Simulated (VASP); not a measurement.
A run of VASP 6.6.1 is set up as follows.

Contents of INCAR:

```
SYSTEM = Nb
PREC = Accurate
ENCUT = 520
EDIFF = 1E-6
ISMEAR = 0
SIGMA = 0.1
LREAL = .False.
LASPH = .True.
NELM = 100
ALGO = Fast
ISIF = 2
LWAVE = .False.
LCHARG = .False.
LDIPOL = .True.
IDIPOL = 3
DIPOL = 0.5 0.5 0.314
GGA = PE
NBANDS = 34
```

File KPOINTS:

```
regular mesh
0
Gamma
  9 6 1
  0 0 0
```

The input POSCAR:

```
Nb
1.0
    2.9829001615      0.0000000000      0.0000000000
    0.0000000000      4.2184578637      0.0000000000
    0.0000000000      0.0000000000     19.8127690725
Nb
4
Direct
    0.5000000000      0.5000000000      0.2018900026
    0.0000000000      0.0000000000      0.2771672178
    0.5000000000      0.5000000000      0.3569599732
    0.0000000000      0.0000000000      0.4195662425
```

Potentials or basis: VASP PAW PBE potentials, release 64 (Nb_sv).

Command:

```bash
$ cat potpaw_PBE.64/Nb_sv/POTCAR > POTCAR
$ mpirun -np 1 vasp_std > vasp.out
```

Problem. What does it give for the band gap on the k mesh?

Solution. None (metal or under the smearing width).

Problem. What does it give for the largest force?

Solution. 1.415 eV/Å.

Forces on the atoms (eV/Å):
```
Nb   0.000  0.000  1.322
Nb   0.000  0.000 -1.415
Nb   0.000  0.000  0.027
Nb   0.000  0.000  0.066
```
